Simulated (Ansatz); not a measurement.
Crystal: PtS2.

```
CELL_PARAMETERS angstrom
3.54320 0.00000 0.00000
-1.77160 3.06850 0.00000
0.00000 0.00000 5.03880
ATOMIC_POSITIONS crystal
Pt 0.00000 0.00000 0.00000
S 0.66667 0.33333 0.77300
S 0.33333 0.66667 0.22700
```

Base run:

```yaml
Program: Ansatz 0.2.0
Functional: PBEsol0
Potentials_or_basis: Ansatz PAW
Cutoff: "420 eV (not typed: the program's choice for these potentials)"
k_mesh: 5 × 5 × 3
Occupations: fermi-dirac, width 0.05 eV
Spin: no spin polarisation
```

Its results: band gap on the k mesh 2.53 eV, indirect (least direct gap 2.80 eV); pressure 3.4 GPa; largest force 0.714 eV/Å.

Problem. The run is repeated on the same cell with these changes: functional from PBEsol0 to HF. What comes out?

Solution. Band gap on the k mesh 7.54 eV, indirect (least direct gap 8.28 eV); pressure 11.7 GPa; largest force 1.183 eV/Å.

Caveats: the k mesh misses the band edges, so the gap on the mesh is wider than the one along the path; spin-orbit coupling is left out, which moves the levels of the heavy elements; the PAW data sets come from PBE, with cores solved anew for the run's functional, which leaves a small shift of forces and pressure; the thresholds are loose for stress; forces of over 1 eV/Å show positions far from the minimum, so gaps and moduli don't describe the material at rest (some runs).
